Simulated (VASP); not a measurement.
Wanted: the native input for a VASP 6.6.1 run.

* Task: single point
* Functional: HSE(alpha, omega)
* Potentials or basis: VASP PAW PBE potentials, release 64 (Na_pv, I)
* Cutoff: 520 eV
* k mesh: 3 × 3 × 3
* Occupations: fermi-dirac, width 0.05 eV
* Spin: no spin polarisation
* Screening parameter: 0.4
* Grid for exact exchange (PRECFOCK): Fast
* Further INCAR settings: ALGO = Normal; EDIFF = 1e-06; NBANDS = 14

Crystal: NaI.

```xyz
2
Lattice="4.3458 0.0000 0.0000 0.0000 4.3458 0.0000 0.0000 0.0000 4.5228" Properties=species:S:1:pos:R:3 pbc="T T T"
Na    0.0000    0.0000    0.0000
I     2.1729    2.1729    0.0000
```

The cell was built by a generator and needn't be a form met in nature.

The input as run:

POSCAR

```
NaI
1.0
    4.3457600000      0.0000000000      0.0000000000
    0.0000000000      4.3457600000      0.0000000000
    0.0000000000      0.0000000000      4.5228200000
Na I
1 1
Direct
    0.0000000000      0.0000000000      0.0000000000
    0.5000000000      0.5000000000      0.0000000000
```

INCAR.step1

```
ALGO = Normal
EDIFF = 1E-5
ENCUT = 520
GGA = PE
ISIF = 2
ISMEAR = -1
LASPH = True
LREAL = False
LWAVE = True
NBANDS = 14
NELM = 80
PREC = Accurate
SIGMA = 0.05
```

INCAR.step2

```
AEXX = 0.25
ALGO = Normal
EDIFF = 1E-6
ENCUT = 520
GGA = PE
HFSCREEN = 0.4
ISIF = 2
ISMEAR = -1
ISTART = 1
LASPH = True
LCHARG = False
LHFCALC = True
LREAL = False
LWAVE = False
NBANDS = 14
NELM = 80
PREC = Accurate
PRECFOCK = Fast
SIGMA = 0.05
```

KPOINTS

```
k-points
0
Gamma
  3 3 3
```

Potentials or basis: VASP PAW PBE potentials, release 64 (Na_pv, I).

Run with:

```sh
$ cat potpaw_PBE.64/Na_pv/POTCAR potpaw_PBE.64/I/POTCAR > POTCAR
$ cp INCAR.step1 INCAR
$ mpirun -np 1 vasp_std > vasp.out
$ cp INCAR.step2 INCAR
$ mpirun -np 1 vasp_std > vasp.out
```

Results of the run:

```yaml
Pressure: 0.9 GPa
Band_gap_on_the_k_mesh: 3.55 eV, indirect (least direct gap 3.89 eV)
```

Caveat: the k mesh is coarse (spacing up to 0.48 Å⁻¹), so the values aren't converged, least of all with exact exchange; the PAW data sets were made with another functional, which shifts forces and pressure a little; spin-orbit coupling is left out, which moves the levels of the heavy elements; an odd mesh through Γ misses points on the zone boundary, where band edges often lie.

It took 35 s on 1 thread of Intel(R) Xeon(R) Platinum 8488C (Sapphire Rapids), on a shared host, peak memory 0.28 GiB.
